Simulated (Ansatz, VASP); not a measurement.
**One calculation of SiO2, two programs**

```
Si O
1.0
     4.12361    0.00000    0.00000
     0.00000    4.12361    0.00000
     0.00000    0.00000    2.63174
Si O
2 4
Cartesian
  0.0000 0.0000 0.0000
  2.0618 2.0618 1.3159
  1.2647 1.2647 0.0000
  0.7971 3.3265 1.3159
  2.8589 2.8589 0.0000
  3.3265 0.7971 1.3159
```

Change from the starting cell: volume scaled by 0.96.

Alike in both runs: task single point; functional PBE; k mesh 6 × 6 × 9; occupations fermi-dirac, width 0.03 eV; no spin polarisation.

|  | VASP | Ansatz |
| --- | --- | --- |
| version | VASP 6.6.1 | Ansatz 0.2.0 |
| potentials or method | VASP PAW PBE potentials, release 64 (Si, O), cutoff 520 eV | all-electron LAPW, scalar-relativistic |

```tsv
	VASP	Ansatz	Ansatz less VASP
gap on the k mesh at the Fermi level (eV)	6.37	6.39	+0.021
pressure (GPa)	26.3	26.0	-0.32
largest component of the traceless stress (GPa)	3.14	2.61	-0.528
rms of the force components (eV/Å)	0.262	0.250	-0.0122
```

Atom by atom the forces differ by 0.012 eV/Å (rms over components). Ansatz ran all-electron here, so the differences hold the error of VASP's frozen core and of both bases.

Caveats: so large a pressure means that the cell lies far from this level's equilibrium, or that cutoff or potentials fall short (VASP); an odd mesh through Γ misses points on the zone boundary, where band edges often lie.
